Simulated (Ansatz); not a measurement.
# NbP (I4_1md) in Ansatz: further runs, part 2 of 2

Ansatz 0.2.0.

### 5 Relaxation of cell and atoms, PBEsol, target pressure 10 GPa, at which the enthalpy is minimised

input.yaml reads:

```yaml
crystal:
  lattice:
    - [-1.6749232544, 1.6749232544, 5.7401081759]
    - [1.6749232544, -1.6749232544, 5.7401081759]
    - [1.6749232544, 1.6749232544, -5.7401081759]
  atoms:
    - { symbol: Nb, position: [0.2498808, 0.7498808, 0.5] }
    - { symbol: Nb, position: [0.4998808, 0.4998808, 0.0] }
    - { symbol: P, position: [0.83274777, 0.33274777, 0.5] }
    - { symbol: P, position: [0.08274777, 0.08274777, 0.0] }
hamiltonian:
  xc: pbesol
  pseudopotentials: { kind: paw }
kpoints:
  mp_grid: { grid: [11, 11, 11] }
scf:
  occupations: { method: fermi_dirac, width: 0.05 }
output:
  forces: true
  stress: true
  eigenvalues: true
  write_density: true
  write_potential: true
  elf: true
  volumetric_format: npy
relax:
  f_tol: 0.01
  max_steps: 40
  cell: { stress_tol: 0.05, p_target: 10.0 }
```

Potentials or basis: Ansatz PAW.

Run with:

```sh
ansatz run input.yaml --threads 2 --pin off --max-ram 5632MiB --backend cpu --events-out ev --progress --plain --runs-dir out
```

Standard output:

```text
Warning: RAYON_NUM_THREADS=2 ignored (pool sized by the plan → 2); use --threads N
basis.fft_grid_basis auto: the FFT boxes are laid along the combinations [[1, -1, 0], [0, 1, 0], [1, 0, 1]] of the cell's own vectors, 4.737, 6.210 and 3.350 Å long. The dense box has 32×45×24 points. Along the cell's own vectors, as sized, it would have 45×45×45, 2.64 times as many. Of the 8 symmetry operations that the crystal satisfies within crystal.symmetry.tolerance (time reversal apart; of a slab, those that keep its plane) the dense box along the cell's own vectors carries 8, and the one as laid loses 7 of those. basis.fft_grid_basis: typed keeps the cell's own vectors: state it where this run's energies or levels are differenced outside the engine with another run's, or held beside a run that keeps those vectors. Those combinations have planes normal to reciprocal vector 3, as the cell's own vectors have. Each planar average written beside output.write_density, output.write_potential has a row for each plane of the box: 24. The volumetric files lie along those combinations, not along the cell's own vectors: a cube or XSF file states them, and fields.json those of NumPy files.
Engine: ansatz 0.2.0, aarch64-unknown-linux-gnu
Pseudopotentials: kind: paw
Pseudopotential: Nb, paw, valence charge 13, recommended cutoff 420 eV (normal), Nb.paw.azcp
Pseudopotential: P, paw, valence charge 5, recommended cutoff 420 eV (normal), P.paw.azcp
Functional definition: PBEsol
  exchange = pbesol_x
  correlation = pbesol_c
Crystal: 4 atoms, lattice volume = 64.412 Å³
Basis set: ecut = 420 eV, 1231 PW (Γ), FFT grids on a1−a2, a2, a1+a3, exchange–correlation on 64×90×48 points (8 copies of the dense FFT grid, shifted against one another)
Bands: 22, of which v1, the nominal top of the filled ones, is band 18 counted from 1 (17 counted from 0)
Symmetry: 8 space group operations
Space group: I41md (ITA 109), of the structure as read, at distance tolerance 4.0e-5 Å
k-points: 126 of 1331 (time reversal used)
Non-local potential: Nb, projectors of the file, l = 0: 3, l = 1: 2, l = 2: 2, l = 3: 1
Non-local potential: P, projectors of the file, l = 0: 2, l = 1: 2, l = 2: 2
PAW form: soft (Blöchl's): semilocal exchange-correlation on the pseudo side does not see the compensation charge
PAW frozen core: Nb, regenerated for the run's functional, and the local potential with it (the file was generated under x = pbe(κ = 0.804, μ = 0.2195149727645171), c = pbe(β = 0.06672455060314922))
PAW frozen core: P, regenerated for the run's functional, and the local potential with it (the file was generated under x = pbe(κ = 0.804, μ = 0.2195149727645171), c = pbe(β = 0.06672455060314922))
PAW one-centre angular grid: Nb, 590 points (default); XC on 64 Gauss nodes
PAW one-centre angular grid: P, 110 points (default); XC on 64 Gauss nodes
Initial density: superposition of atomic densities (neutral atoms: chi_scale 0, normalization atom), corrected by the library's trained network
Initial wavefunctions: pseudopotential atomic-orbital guess
Functional: x = pbesol(κ = 0.804, μ = 0.12345679012345678), c = pbesol(β = 0.046)
SCF iter   1: F=—  HF=-10475.367977 eV  |F-HF|=—  |Δ(HF+E_count)|=         —  Δρ=8.32e-3  dr2=2.76e-2  ethr=1.77e-3  ⟨swp⟩=6.0  Hψ=13975  notcnv=0
[... 74 lines left out ...]
  E_nonlocal   = 309.756558
  E_hartree    = 534.672851
  E_xc         = -478.189247
  E_vxc        = -555.877069  (∫ρ·V_xc dr)
  E_paw        = -7143.873283  (= ΣΔE_a)
  E_vpaw       = -232.616965  (= ΣTr[D̂ρ^β])
  E_aug_tail   = 0.000019  (compensation charges beyond the density's cutoff)
  E_ewald      = -3009.211415
  E_core_change = 0.469610  (= ΣΔE_core)
  E_smearing   = -0.005165  (= −TS)
  E_closure    = 0.000000  (closes the sum)
  Σ components = -10475.325698   (vs F -10475.325698, Δ=0.00e0)
--- Forces (eV/Å), atoms counted from 1 ---
  atom   1  Nb     0.00000000     0.00000000    -0.00069036
  atom   2  Nb     0.00000000     0.00000000    -0.00069036
  atom   3  P      0.00000000    -0.00000000     0.00069083
  atom   4  P      0.00000000     0.00000000     0.00069083
  max |Σ_I F_I| component: 9.34e-7 eV/Å
--- Stress (GPa, compression-positive) ---
        9.994379       0.000000       0.000000
        0.000000       9.994379      -0.000000
        0.000000      -0.000000       9.989055
  P = ⅓ Tr σ = 9.9926 GPa (99.926 kbar)
--- Band table (eV; the first three rows and the last of 126) ---
  k-point 0: bands = ["-38.3996", "-38.3409", "-14.8345", "-14.5380", "-14.5380", "-14.3674", "-14.3674", "-14.2897", "3.0702", "5.8288", "9.6952", "12.9167", "13.8339", "13.8339", "13.8362", "14.3737", "14.7958", "14.7958", "16.9975", "17.9320", "19.1742", "19.6102"]
  k-point 1: bands = ["-38.3946", "-38.3384", "-14.8190", "-14.5686", "-14.5601", "-14.3973", "-14.3891", "-14.2870", "3.3182", "5.9075", "9.7994", "12.5839", "13.5972", "13.6864", "13.7249", "14.2814", "14.8280", "14.9873", "16.6668", "17.3698", "19.1400", "19.1797"]
  k-point 2: bands = ["-38.3809", "-38.3320", "-14.7826", "-14.6461", "-14.6117", "-14.4675", "-14.4444", "-14.2909", "3.9826", "6.0424", "10.2196", "11.7849", "12.4917", "13.1496", "13.3477", "14.4864", "15.2318", "15.3762", "16.4432", "16.6698", "18.5872", "19.5552"]
  k-point 125: bands = ["-38.3690", "-38.3679", "-14.6097", "-14.5665", "-14.5492", "-14.5381", "-14.3749", "-14.3500", "4.2655", "4.2951", "11.8782", "12.0894", "12.7949", "13.0964", "13.3228", "13.7902", "15.2159", "15.8184", "17.0679", "18.0250", "18.4959", "18.8529"]
--- Relaxed structure (5 steps of the walk, 5 accepted, 1 SCFs on fresh bases) ---
  F+E_penalty+E_count = -10475.32569800 eV   max|allowed force component| = 6.906e-4 eV/Å   (the final SCF, on the basis selected at the relaxed cell)
  cell:  # Å, volume = 59.4801 Å³
    - [-1.640009292538923, 1.640009292538923, 5.5286472954735055]
    - [1.640009292538923, -1.640009292538923, 5.5286472954735055]
    - [1.640009292538923, 1.640009292538923, -5.5286472954735055]
  atoms:
    - { symbol: Nb, position: [0.25051727295633025, 0.7505172729563302, 0.49999999999999994] }
    - { symbol: Nb, position: [0.5005172729563303, 0.5005172729563303, -1.1070463340126978e-33] }
    - { symbol: P, position: [0.8321112970436697, 0.3321112970436698, 0.5] }
    - { symbol: P, position: [0.08211129704366975, 0.08211129704366975, -1.3942825190514373e-33] }
```

rho_z.tsv:

```text
# z_ang	rho[e/angstrom^3]
# format = ansatz-planar-average/11
# lattice	-1.640009293	1.640009293	5.528647295
# lattice	1.640009293	-1.640009293	5.528647295
# lattice	1.640009293	1.640009293	-5.528647295
# sites	4
# site	41	1.640009293	-0.000000000	2.770043287
# site	41	-0.000000000	0.000000000	5.534366935
# site	15	0.000000000	1.640009293	3.672252448
# site	15	-0.000000000	0.000000000	0.907928801
0.000000	6.222065e-1
0.249810	6.208320e-1
0.499619	6.161810e-1
0.749429	6.077038e-1
0.999239	5.967674e-1
1.249048	5.871983e-1
[... 16 lines left out ...]
5.495812	6.161810e-1
5.745622	6.208320e-1
```

v_z.tsv:

```text
# z_ang	v_es[eV]	v_tot[eV]
# format = ansatz-planar-average/11
# xc	pbesol
# density_cutoff_ev	1680
# datasets	Nb=:simpson_from_first_knot:soft:shift=-741135	P=:simpson_from_first_knot:soft:shift=-560312
# lattice	-1.640009293	1.640009293	5.528647295
# lattice	1.640009293	-1.640009293	5.528647295
# lattice	1.640009293	1.640009293	-5.528647295
# sites	4
# site	41	1.640009293	-0.000000000	2.770043287
# site	41	-0.000000000	0.000000000	5.534366935
# site	15	0.000000000	1.640009293	3.672252448
# site	15	-0.000000000	0.000000000	0.907928801
0.000000	4.651463e0	-7.864227e0
0.249810	4.738825e0	-7.765787e0
0.499619	4.977659e0	-7.501841e0
0.749429	5.300295e0	-7.155531e0
0.999239	5.612045e0	-6.829913e0
1.249048	5.830429e0	-6.606030e0
[... 16 lines left out ...]
5.495812	4.977659e0	-7.501841e0
5.745622	4.738825e0	-7.765787e0
```

It took 1.9 min on 2 threads of Arm Neoverse N1, shared host; peak memory 0.5 GiB.

What came out:

```
Free energy                                            : -10475.3257 eV
Relaxed volume                                         : 14.87 Å³/atom
Relaxed cell                                           : a = 5.995 Å, b = 5.995 Å, c = 5.995 Å, α = 148.25°, β = 148.25°, γ = 45.52°
Space group after relaxing (to 0.05 Å)                 : I4_1md (No. 109)
Energy change on relaxing (the enthalpy is what falls) : +9.4 meV/atom
Ionic steps                                            : 6
Pressure after relaxing                                : 10.0 GPa
Band gap on the k mesh                                 : 0.03 eV, indirect (least direct gap 0.05 eV)
```

Step by step:
| step | energy change (eV) | largest force (eV/Å) | volume (Å³) |
| --- | --- | --- | --- |
| 1 | 0.0000 | 0.0173 | 64.41 |
| 2 | 0.2349 | 0.0396 | 57.33 |
| 3 | 0.0217 | 0.0123 | 59.74 |
| 4 | 0.0372 | 0.0110 | 59.48 |
| 5 | 0.0371 | 0.0007 | 59.48 |
| 6 | 0.0378 | 0.0007 | 59.48 |

Final structure:
```
CELL_PARAMETERS angstrom
-1.64001 1.64001 5.52865
1.64001 -1.64001 5.52865
1.64001 1.64001 -5.52865
ATOMIC_POSITIONS crystal
Nb 0.25052 0.75052 0.50000
Nb 0.50052 0.50052 0.00000
P 0.83211 0.33211 0.50000
P 0.08211 0.08211 0.00000
```

Caveat: odd divisions of the mesh miss points on the zone boundary, where band edges often lie, so the gap on the mesh can be too wide; the plane-wave basis is chosen anew once the cell has moved, so the energies of steps on either side of that aren't comparable; the PAW data sets come from PBE, with cores solved anew for the run's functional, which leaves a small shift of forces and pressure. A k mesh can miss the band edges.

### 6 Summary

```tsv
cell	target pressure (GPa)	gap on the mesh (eV)	pressure (GPa)
relaxed	0	0.06	0.0
relaxed to 2 GPa	2	0.05	2.0
relaxed to 5 GPa	5	0.04	5.0
relaxed to 10 GPa	10	0.03	10.0
```

Alike in all rows: task relaxation of cell and atoms; level PBEsol; potentials or basis Ansatz PAW; no spin polarisation; k mesh 11 × 11 × 11; cutoff (eV) 420; smearing fermi-dirac 0.05 eV.

Caveats: odd divisions of the mesh miss points on the zone boundary, where band edges often lie, so the gap on the mesh can be too wide; the plane-wave basis is chosen anew once the cell has moved, so the energies of steps on either side of that aren't comparable; the PAW data sets come from PBE, with cores solved anew for the run's functional, which leaves a small shift of forces and pressure.

Absolute energies hang on the potentials; compare differences alone.
